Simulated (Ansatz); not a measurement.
# CuO (F-43m) in Ansatz: settings compared

The runs below take CuO through projected density of states, phonons, elastic constants, with PBE, PBEsol.

Program: Ansatz 0.2.0. These are calculated values, not measurements. Logs are shortened: lines on timing, memory, paths and dates and some standing lists are left out, and cuts for length are marked.

**1. The structure**

The structure is cubic, space group F-43m (No. 216). Conventional cell: a = 4.655 Å, b = 4.655 Å, c = 4.655 Å, α = 90.00°, β = 90.00°, γ = 90.00°. Around Cu (site symmetry -43m) lie 4 O at 2.02 Å. O (site symmetry -43m) is surrounded by 4 Cu at 2.02 Å.

Measurements of this composition are mostly on another form, of space group No. 15.

**2. Projected density of states, PBE**

File input.yaml:

```yaml
crystal:
  lattice:
    - [0.0, 2.32725273, 2.32725273]
    - [2.32725273, 0.0, 2.32725273]
    - [2.32725273, 2.32725273, 0.0]
  atoms:
    - { symbol: Cu, position: [0.0, 0.0, 0.0] }
    - { symbol: O, position: [0.25, 0.25, 0.25] }
kpoints:
  mp_grid: { grid: [10, 10, 10] }
  band_path:
    path:
      - [0.0, 0.0, 0.0]
      - [0.5, 0.0, 0.5]
      - [0.5, 0.25, 0.75]
      - [0.375, 0.375, 0.75]
      - [0.0, 0.0, 0.0]
      - [0.5, 0.5, 0.5]
      - [0.625, 0.25, 0.625]
      - [0.5, 0.25, 0.75]
    npoints: 12
scf:
  occupations: { method: fermi_dirac, width: 0.05 }
hamiltonian:
  xc: pbe
  pseudopotentials: { kind: all_electron, lapw: { basis_error: 0.002 } }
output:
  forces: true
  stress: true
  eigenvalues: true
  fatbands: true
  dos: { projected: true, de: 0.1, e_range: [-14, 8] }
  populations: true
```

Potentials or basis: all-electron LAPW, scalar-relativistic.

Run with:

```
ansatz run input.yaml --threads 1 --pin off --max-ram 3072MiB --backend cpu --events-out ev --progress --plain --runs-dir out
```

Standard output:

```text
Warning: RAYON_NUM_THREADS=1 ignored (pool sized by the plan → 1); use --threads N
Cu: projections on atomic orbitals take those of the free atom 1s2 2s2 2p6 3s2 3p6 3d10 4s1, of charge +0.00 (hamiltonian.pseudopotentials.projection_atoms)
O: projections on atomic orbitals take those of the free atom 1s2 2s2 2p4, of charge +0.00 (hamiltonian.pseudopotentials.projection_atoms)
LAPW: plane waves up to 9.970 Å⁻¹, error target 2.0e-3 eV per atom; small_component_spin mean_spin; O in spheres of 0.905 Å, 8 of its electrons in bands, Dirac shells []; Cu in spheres of 1.111 Å, 19 of its electrons in bands, Dirac shells [] (how accurate: hamiltonian.pseudopotentials.lapw.basis_error, Limitations)
Engine: ansatz 0.2.0, x86_64-unknown-linux-gnu
Pseudopotentials: kind: all_electron
Pseudopotential: Cu, LAPW, valence charge 19, lapw/all_electron/scalar/gaussian/Cu, Koelling and Harmon's equation, gaussian nucleus
Pseudopotential: O, LAPW, valence charge 8, lapw/all_electron/scalar/gaussian/O, Koelling and Harmon's equation, gaussian nucleus
Functional definition: PBE
  parameter kappa = 0.804
  parameter beta = 0.06672455060314922
  exchange = pbe_x(kappa = kappa, mu = beta*pi^2/3)
  correlation = pbe_c(beta = beta)
Crystal: 2 atoms, lattice volume = 25.209 Å³
Basis set: ecut = 378.68835928402945 eV, 411 PW (Γ), exchange–correlation at level 2
Bands: 18, of which v1, the nominal top of the filled ones, is band 14 counted from 1 (13 counted from 0)
Symmetry: 24 space group operations
Space group: F-43m (ITA 216), of the structure as read, at distance tolerance 2.9e-5 Å
k-points: 47 of 1000 (time reversal used)
Non-local potential: Cu, projectors of the file, none
Non-local potential: O, projectors of the file, none
Initial density: superposition of atomic densities (chi_scale 0.1, normalization cell, long waves kept (reshape's long-wave potential 0.00 eV rms))
Initial wavefunctions: plane waves of lowest kinetic energy (no species holds an atomic orbital)
Functional: x = pbe(κ = 0.804, μ = 0.2195149727645171), c = pbe(β = 0.06672455060314922)
iter 1 solved again at ethr=2.35e-2 eV; its pass at ethr=1.00e-1 eV (dr2=6.35e0 eV) is discarded
SCF iter   1: F=—  HF=-47084.044752 eV  |F-HF|=—  |Δ(HF+E_count)|=         —  Δρ=1.44e-1  dr2=6.36e0  ethr=2.35e-2  ⟨swp⟩=2.0  Hψ=5266  notcnv=0
preconditioner: auto → LDOS  [metal: Δε(μ)=0.010 eV  Ē_g=12.945 eV  σ=0.050 eV  W_gap=0.05  n_scr=14 (ndim 8)  ℏωp=30.5 eV  f_vac=0.060  D(μ)=5.68/eV (n_scr^D=112)  β→1.0]
SCF iter   2: F=—  HF=-47082.305824 eV  |F-HF|=—  |Δ(HF+E_count)|=    1.74e0  Δρ=9.66e-2  dr2=2.89e0  ethr=2.35e-2  ⟨swp⟩=2.0  Hψ=2491  notcnv=0
SCF iter   3: F=—  HF=-47081.222201 eV  |F-HF|=—  |Δ(HF+E_count)|=    1.08e0  Δρ=3.66e-2  dr2=4.06e-1  ethr=1.07e-2  ⟨swp⟩=2.0  Hψ=2491  notcnv=0
iter 4 solved again at ethr=1.05e-4 eV; its pass at ethr=1.51e-3 eV (dr2=2.84e-2 eV) is discarded
SCF iter   4: F=—  HF=-47080.967848 eV  |F-HF|=—  |Δ(HF+E_count)|=   2.54e-1  Δρ=9.99e-3  dr2=2.85e-2  ethr=1.05e-4  ⟨swp⟩=2.0  Hψ=4225  notcnv=0
SCF iter   5: F=—  HF=-47080.975158 eV  |F-HF|=—  |Δ(HF+E_count)|=         —  Δρ=3.59e-3  dr2=3.94e-3  ethr=1.05e-4  ⟨swp⟩=2.1  Hψ=2541  notcnv=0
the basis was enlarged: its passes take 114.8 KiB over the memory plan, 1 of 1 planned eigensolver slots
SCF iter   6: F=—  HF=-47080.974073 eV  |F-HF|=—  |Δ(HF+E_count)|=   1.08e-3  Δρ=9.16e-4  dr2=2.63e-4  ethr=1.46e-5  ⟨swp⟩=2.0  Hψ=2341  notcnv=0
SCF iter   7: F=—  HF=-47080.973998 eV  |F-HF|=—  |Δ(HF+E_count)|=   7.47e-5  Δρ=5.51e-5  dr2=7.13e-7  ethr=9.73e-7  ⟨swp⟩=2.0  Hψ=2340  notcnv=0
SCF iter   8: F=-47080.973999 eV  HF=-47080.973999 eV  |F-HF|=3.34e-9  |Δ(HF+E_count)|=   8.30e-7  Δρ=8.31e-6  dr2=1.49e-8  ethr=2.64e-9  ⟨swp⟩=3.0  Hψ=2444  notcnv=0
SCF 1 converged in 8 iterations: F = -47080.973999 eV  dr2 = 1.49e-8
NSCF: frozen V_eff on 85 k-points
SCF converged after 8 iterations
Free energy (F): -47080.973999 eV
Harris-Foulkes:  -47080.973999 eV  (|F-HF|=3.34e-9)
Internal energy: -47080.950360 eV  (E = F + TS)
E sigma→0 (E₀):  -47080.962180 eV
Entropy (-TS):   -0.023639 eV (-11.819 meV/atom)
Fermi energy:    8.276773 eV
--- Per-component energies (eV) ---
  E_band       = -1502.038980
  E_kinetic    = 47847.093876
  E_xc         = -2070.297106
  E_electrostatic = -92857.747130  (all electrons and nuclei)
  E_smearing   = -0.023639  (= −TS)
  E_closure    = 0.000000  (closes the sum)
  E_atoms      = -47071.435960  (free atoms, spherical and without spin; not in F)
  Σ components = -47080.973999   (vs F -47080.973999, Δ=0.00e0)
  Basis errors (estimates in eV, not in F): energy 8.6e-4 per atom: plane waves 7.8e-4 (4.7e-4 summed), levels above the bands 4.1e-121, relativity 1.2e-7, radial functions 8.3e-5, core shells 2.0e-9; eigenvalues (radial functions only) 1.4e-5; not estimated: angular momenta, meshes, grids; target (lapw.basis_error) 2.0e-3; muffin-tin radii O 0.905 Å, Cu 1.111 Å
--- Forces (eV/Å), atoms counted from 1 ---
  atom   1  Cu    -0.00000000     0.00000000     0.00000000
  atom   2  O      0.00000000    -0.00000000    -0.00000000
  max |Σ_I F_I| component: 2.78e-17 eV/Å
--- Stress (GPa, compression-positive) ---
       -9.544167       0.000000      -0.000000
        0.000000      -9.544167       0.000000
       -0.000000       0.000000      -9.544167
  P = ⅓ Tr σ = -9.5442 GPa (-95.442 kbar)
--- Band table (eV; the first three rows and the last of 47) ---
  k-point 0: bands = ["-497.8674", "-103.6346", "-61.0105", "-61.0105", "-61.0105", "-10.0322", "3.8930", "3.8930", "3.8930", "6.4573", "6.4573", "8.9952", "8.9952", "8.9952", "9.1170", "22.0723", "22.0723", "22.0723"]
  k-point 1: bands = ["-497.8674", "-103.6345", "-61.0109", "-61.0105", "-61.0105", "-9.9828", "3.7439", "3.9203", "3.9203", "6.4489", "6.4489", "8.4947", "8.9376", "8.9376", "9.8168", "21.1938", "22.1466", "22.1466"]
  k-point 2: bands = ["-497.8674", "-103.6345", "-61.0120", "-61.0107", "-61.0107", "-9.8512", "3.4208", "3.9891", "3.9891", "6.4404", "6.4404", "7.9249", "8.7788", "8.7788", "10.8809", "19.5131", "22.2239", "22.2239"]
  k-point 46: bands = ["-497.8674", "-103.6342", "-61.0140", "-61.0130", "-61.0122", "-9.3253", "3.3255", "3.9380", "4.5286", "6.3205", "6.4220", "6.7586", "6.9492", "7.7113", "15.4918", "17.3423", "19.0915", "19.8695"]
--- Löwdin populations: 2 sites ---
  site symbol       q [e]
     0     Cu     27.9088
     1      O      8.9446
  spilling = 0.003964 (of n_electrons = 37.000000)
```

Run time: 48 s. Hardware: 1 thread of AMD EPYC (Zen 3), shared host; peak memory 0.31 GiB.

Results:

* Free energy: -47080.9740 eV
* Pressure: -9.5 GPa
* Band gap along the path: none (metal or under the smearing width)
* Loewdin charges: Cu +1.09; O -0.94 e

Levels at the corners of the path, in eV from the Fermi level:
```
point  band 11  band 12  band 13  band 14  band 15  band 16  band 17  band 18
    Γ    -1.82     0.72     0.72     0.72     0.84    13.80    13.80    13.80
    X    -1.62    -1.27    -1.01    -1.01     5.74     9.16    11.33    14.08
    W    -1.88    -1.52    -1.36    -0.54     7.44     9.06    10.78    11.29
    K    -1.74    -1.50    -0.98    -0.62     6.99     8.72    10.29    13.89
    Γ    -1.82     0.72     0.72     0.72     0.84    13.80    13.80    13.80
    L    -1.72    -1.64    -0.01    -0.01     5.77     7.59    13.46    13.46
    U    -1.74    -1.50    -0.98    -0.62     6.99     8.72    10.29    13.89
    W    -1.88    -1.52    -1.36    -0.54     7.44     9.06    10.78    11.29
```

States per cell in windows of 0.5 eV (zero at the Fermi level; states under -8 eV left out):
```tsv
from (eV)	total	Cu1 3d	O2 2p	Cu1 4s	O2 2s	Cu1 3s	Cu1 3p
-8.0	0.00	0.00	0.00	0.00	0.00	0.00	0.00
-7.5	0.00	0.00	0.00	0.00	0.00	0.00	0.00
-7.0	0.00	0.00	0.00	0.00	0.00	0.00	0.00
-6.5	0.00	0.00	0.00	0.00	0.00	0.00	0.00
-6.0	0.00	0.00	0.00	0.00	0.00	0.00	0.00
-5.5	1.33	0.23	0.90	0.18	0.01	0.00	0.00
-5.0	0.67	0.15	0.45	0.06	0.00	0.00	0.00
-4.5	2.68	0.97	1.64	0.05	0.00	0.00	0.00
-4.0	1.32	0.40	0.89	0.00	0.00	0.00	0.00
-3.5	0.00	0.00	0.00	0.00	0.00	0.00	0.00
-3.0	0.00	0.00	0.00	0.00	0.00	0.00	0.00
-2.5	0.09	0.09	0.00	0.00	0.00	0.00	0.00
-2.0	4.01	3.93	0.05	0.01	0.01	0.00	0.00
-1.5	1.59	1.38	0.14	0.01	0.03	0.00	0.00
-1.0	1.44	1.04	0.34	0.01	0.02	0.00	0.00
-0.5	1.78	1.11	0.61	0.02	0.01	0.00	0.00
0.0	0.94	0.52	0.40	0.01	0.00	0.00	0.00
0.5	0.16	0.08	0.07	0.00	0.00	0.00	0.00
1.0	0.00	0.00	0.00	0.00	0.00	0.00	0.00
1.5	0.02	0.00	0.00	0.01	0.00	0.00	0.00
2.0	0.04	0.00	0.01	0.02	0.01	0.00	0.00
2.5	0.05	0.00	0.01	0.03	0.01	0.00	0.00
3.0	0.07	0.00	0.02	0.05	0.01	0.00	0.00
3.5	0.10	0.00	0.02	0.06	0.01	0.00	0.00
4.0	0.12	0.00	0.02	0.08	0.01	0.00	0.00
4.5	0.16	0.00	0.03	0.10	0.01	0.00	0.00
5.0	0.20	0.00	0.03	0.12	0.01	0.00	0.00
5.5	0.29	0.00	0.03	0.15	0.01	0.00	0.00
6.0	0.33	0.00	0.03	0.15	0.01	0.00	0.00
6.5	0.32	0.00	0.03	0.13	0.01	0.00	0.00
7.0	0.29	0.00	0.02	0.08	0.00	0.00	0.00
7.5	0.11	0.00	0.01	0.01	0.00	0.00	0.00
```

Caveat: an odd number of electrons without spin polarisation forces a metal; a magnetic or distorted state may lie lower; the run has no spin polarisation, though such a crystal can be magnetic; semilocal functionals often make such compounds metallic where correlation or magnetic order opens a gap, which also shifts bond lengths.

**3. Phonons, PBE**

File input.yaml:

```yaml
crystal:
  lattice:
    - [0.0, 2.32725273, 2.32725273]
    - [2.32725273, 0.0, 2.32725273]
    - [2.32725273, 2.32725273, 0.0]
  atoms:
    - { symbol: Cu, position: [0.0, 0.0, 0.0] }
    - { symbol: O, position: [0.25, 0.25, 0.25] }
kpoints:
  mp_grid: { grid: [10, 10, 10] }
scf:
  occupations: { method: fermi_dirac, width: 0.05 }
hamiltonian:
  xc: pbe
  pseudopotentials: { kind: all_electron, lapw: { basis_error: 0.002 } }
output: {}
phonons:
  method: fd
  supercell: [1, 1, 1]
```

Potentials or basis: all-electron LAPW, scalar-relativistic.

Run with:

```
ansatz run input.yaml --threads 1 --pin off --max-ram 3072MiB --backend cpu --events-out ev --progress --plain --runs-dir out
```

Standard output:

```text
Warning: RAYON_NUM_THREADS=1 ignored (pool sized by the plan → 1); use --threads N
LAPW: plane waves up to 10.303 Å⁻¹, error target 2.0e-3 eV per atom; small_component_spin mean_spin; O in spheres of 0.876 Å, 8 of its electrons in bands, Dirac shells []; Cu in spheres of 1.079 Å, 19 of its electrons in bands, Dirac shells [] (how accurate: hamiltonian.pseudopotentials.lapw.basis_error, Limitations)
[... 9 set-up lines as earlier in the session ...]
Crystal: 2 atoms, lattice volume = 25.209 Å³
Basis set: ecut = 404.4732847585977 eV, 459 PW (Γ), exchange–correlation at level 2
Bands: 18, of which v1, the nominal top of the filled ones, is band 14 counted from 1 (13 counted from 0)
[... 1 set-up line as earlier in the session ...]
k-points: 47 of 1000 (time reversal used)
[... 5 set-up lines as earlier in the session ...]
iter 1 solved again at ethr=2.54e-2 eV; its pass at ethr=1.00e-1 eV (dr2=6.85e0 eV) is discarded
SCF iter   1: F=—  HF=-47084.044680 eV  |F-HF|=—  |Δ(HF+E_count)|=         —  Δρ=1.49e-1  dr2=6.85e0  ethr=2.54e-2  ⟨swp⟩=2.0  Hψ=5256  notcnv=0
preconditioner: auto → LDOS  [metal: Δε(μ)=0.010 eV  Ē_g=12.945 eV  σ=0.050 eV  W_gap=0.05  n_scr=14 (ndim 8)  ℏωp=30.5 eV  f_vac=0.060  D(μ)=5.68/eV (n_scr^D=112)  β→1.0]
SCF iter   2: F=—  HF=-47082.332883 eV  |F-HF|=—  |Δ(HF+E_count)|=    1.71e0  Δρ=1.01e-1  dr2=3.14e0  ethr=2.54e-2  ⟨swp⟩=2.0  Hψ=2491  notcnv=0
SCF iter   3: F=—  HF=-47081.214714 eV  |F-HF|=—  |Δ(HF+E_count)|=    1.12e0  Δρ=3.83e-2  dr2=4.39e-1  ethr=1.16e-2  ⟨swp⟩=2.0  Hψ=2538  notcnv=0
iter 4 solved again at ethr=9.77e-5 eV; its pass at ethr=1.63e-3 eV (dr2=2.64e-2 eV) is discarded
[... 32 lines left out ...]
SCF iter   6: F=—  HF=-47080.973816 eV  |F-HF|=—  |Δ(HF+E_count)|=   3.25e-9  Δρ=1.55e-6  dr2=7.19e-10  ethr=1.11e-11  ⟨swp⟩=3.0  Hψ=8987  notcnv=0
SCF iter   7: F=-47080.973816 eV  HF=-47080.973816 eV  |F-HF|=6.11e-10  |Δ(HF+E_count)|=  5.82e-10  Δρ=9.98e-7  dr2=3.05e-10  ethr=5.53e-12 (applied; sched 2.66e-12)  ⟨swp⟩=2.0  Hψ=8533  notcnv=0
SCF 3 converged in 7 iterations: F = -47080.973816 eV  dr2 = 3.05e-10
SCF converged after 10 iterations
Free energy (F): -47080.973920 eV
Harris-Foulkes:  -47080.973920 eV  (|F-HF|=2.18e-11)
Internal energy: -47080.950281 eV  (E = F + TS)
E sigma→0 (E₀):  -47080.962101 eV
Entropy (-TS):   -0.023639 eV (-11.819 meV/atom)
Fermi energy:    8.276590 eV
--- Per-component energies (eV) ---
  E_band       = -1502.043604
  E_kinetic    = 47847.112079
  E_xc         = -2070.298614
  E_electrostatic = -92857.763746  (all electrons and nuclei)
  E_smearing   = -0.023639  (= −TS)
  E_closure    = 0.000000  (closes the sum)
  E_atoms      = -47071.435960  (free atoms, spherical and without spin; not in F)
  Σ components = -47080.973920   (vs F -47080.973920, Δ=0.00e0)
  Basis errors (estimates in eV, not in F): energy 8.8e-4 per atom: plane waves 7.9e-4 (4.8e-4 summed), levels above the bands 4.0e-121, relativity 7.6e-8, radial functions 8.4e-5, core shells 5.2e-9; eigenvalues (radial functions only) 8.5e-6; not estimated: angular momenta, meshes, grids; target (lapw.basis_error) 2.0e-3; muffin-tin radii O 0.876 Å, Cu 1.079 Å
--- Forces (eV/Å), atoms counted from 1 ---
  atom   1  Cu    -0.00000000     0.00000000    -0.00000000
  atom   2  O      0.00000000    -0.00000000     0.00000000
  max |Σ_I F_I| component: 1.85e-17 eV/Å
--- Band table (eV; the first three rows and the last of 47) ---
  k-point 0: bands = ["-497.8676", "-103.6348", "-61.0107", "-61.0107", "-61.0107", "-10.0324", "3.8929", "3.8929", "3.8929", "6.4572", "6.4572", "8.9951", "8.9951", "8.9951", "9.1170", "22.0723", "22.0723", "22.0723"]
  k-point 1: bands = ["-497.8676", "-103.6348", "-61.0111", "-61.0108", "-61.0108", "-9.9830", "3.7437", "3.9201", "3.9201", "6.4488", "6.4488", "8.4945", "8.9374", "8.9374", "9.8168", "21.1938", "22.1466", "22.1466"]
  k-point 2: bands = ["-497.8676", "-103.6347", "-61.0122", "-61.0109", "-61.0109", "-9.8514", "3.4206", "3.9889", "3.9889", "6.4402", "6.4402", "7.9248", "8.7786", "8.7786", "10.8808", "19.5131", "22.2238", "22.2238"]
  k-point 46: bands = ["-497.8676", "-103.6345", "-61.0142", "-61.0132", "-61.0124", "-9.3254", "3.3254", "3.9379", "4.5284", "6.3203", "6.4218", "6.7584", "6.9490", "7.7111", "15.4918", "17.3422", "19.0913", "19.8694"]
--- Phonons: 2 displaced members + reference (amplitude 0.01 Å, Σ member SCF iterations 14) ---
  symmetry images taken by strict's conditions (phonons.symmetry_images: auto; settled by no image being taken that strict refuses)
  ASR residual: 1.954e-4 → 0.000e0 eV/Å²; symmetrization residual: 1.181e-4 eV/Å²
  largest component of a force at the reference: 1.3e-16 eV/Å
  ASR residual per site (eV/Å²): 1.95e-4 1.71e-6
  Γ frequencies (cm⁻¹): 0.00 0.00 0.00 210.28 210.28 210.28
  density of states and harmonic sums: on the 23×23×23 q-mesh, interpolated from the force constants of a 1×1×1 supercell (no non-analytic term)
  largest difference from the sums on the solved wave vectors: F 5.92e-1 eV, S 8.50e-4 and C_V 2.58e-4 eV/K
  zero-point energy: 0.050716 eV/cell   skipped modes (ω ≤ 0): 3   left out of the sums: 4.11e-5 of the cell's modes: C_V's classical limit lies that fraction below 3 k_B per atom; for a crystal, a wire or a layer, F and S can be off by more, and a phonons.interpolated_qmesh denser along its periods is the remedy for the sampling
```

phdos.tsv:

```text
# omega_inv_cm	omega_thz	g_bin_mean(omega)[modes/inv_cm]
# format = ansatz-phdos/2
# interpolated_qmesh = 23 23 23
# force_constants_supercell = 1 1 1
# lo_to_splitting: not included (the non-analytic LO-TO correction is not applied to the interpolated dynamical matrix; polar crystals: no LO-TO splitting at GAMMA, and LO and other optical branches, acoustic branches and sound speeds, and with them the density of states and the thermodynamics, can be off between the wave vectors that the force constants were sampled on, most near GAMMA; a larger extent of the force constants narrows that region and is not shown to mend the acoustic slopes)
# g_bin_mean(omega): the modes in a bin one row spacing wide, centred on omega, divided by that spacing. A flat band (one whose frequency is the same at every q-point) is counted whole in the row whose bin holds it (on the edge of two bins, in the lower row). The modes of the run's own cell are the sum of g_bin_mean times the row spacing in inv_cm (a plain sum, not the trapezoid rule); for a one-atom cell on a GAMMA-only q-mesh every row is zero, so that sum is 0, not 3
0.000000	0.000000	1.915760e-8
0.420559	0.012608	4.980977e-7
0.841117	0.025216	1.877445e-6
1.261676	0.037824	4.176357e-6
1.682235	0.050432	7.394835e-6
2.102794	0.063040	1.153288e-5
[... 493 lines left out ...]
209.858803	6.291409	1.021866e-2
210.279362	6.304017	1.249654e-3
```

Run time: 3.4 min. Hardware: 1 thread of AMD EPYC (Zen 3), shared host; peak memory 0.52 GiB.

Results:

- Free energy: -47080.9739 eV
- Band gap on the k mesh: none (metal or under the smearing width)
- Highest phonon frequency at Γ: 210 cm⁻¹

Levels at points of the mesh, in eV from the Fermi level:
| k point | band 10 | band 11 | band 12 | band 13 | band 14 | band 15 | band 16 | band 17 | band 18 |
| --- | --- | --- | --- | --- | --- | --- | --- | --- | --- |
| (0.00, 0.00, 0.00) | -1.82 | -1.82 | 0.72 | 0.72 | 0.72 | 0.84 | 13.80 | 13.80 | 13.80 |
| (0.00, 0.00, -0.50) | -1.72 | -1.72 | -1.64 | -0.01 | -0.01 | 5.77 | 7.59 | 13.46 | 13.46 |
| (0.00, -0.50, -0.50) | -2.02 | -1.62 | -1.27 | -1.01 | -1.01 | 5.74 | 9.16 | 11.33 | 14.08 |

Phonon frequencies in cm⁻¹ (negative: imaginary):
| q point | frequencies |
| --- | --- |
| (0.000, 0.000, 0.000) | 0 0 0 210 210 210 |

Caveat: a metal's response needs a denser mesh; an odd number of electrons without spin polarisation forces a metal; a magnetic or distorted state may lie lower; the run has no spin polarisation, though such a crystal can be magnetic; semilocal functionals often make such compounds metallic where correlation or magnetic order opens a gap, which also shifts bond lengths.

(Part 1 of 2 ends here.)
